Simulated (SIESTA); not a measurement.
Crystal: C.

```
C
1.0
     0.00000    1.78337    1.78337
     1.78337    0.00000    1.78337
     1.78337    1.78337    0.00000
C
2
Direct
  0.75000 0.75000 0.75000
  0.50000 0.50000 0.50000
```

This isn't the form of C at room conditions, which is graphite.

Base run:

- Program: SIESTA 5.4.2
- Functional: LDA
- Potentials or basis: PseudoDojo 0.4 standard (LDA files)
- Basis: DZP (energy shift 0.002 Ry)
- Grid cutoff: 500 Ry
- Energy shift: 0.002 Ry
- k mesh: 13 × 13 × 13
- Occupations: fermi-dirac, width 0.05 eV
- Spin: no spin polarisation

Its results: band gap on the k mesh 4.25 eV, indirect (least direct gap 5.64 eV); pressure -3.3 GPa.

Problem. The run is repeated on the same cell with these changes: functional from LDA to AM05; potentials or basis from PseudoDojo 0.4 standard (LDA files) to PseudoDojo 0.4 standard (PBEsol files). What comes out?

Solution. Band gap on the k mesh 4.15 eV, indirect (least direct gap 5.61 eV); pressure 3.4 GPa.

Caveats: the basis of atomic orbitals isn't converged, which shifts pressures, moduli and gaps; the potentials were made for another functional, which shifts forces and pressure (some runs).
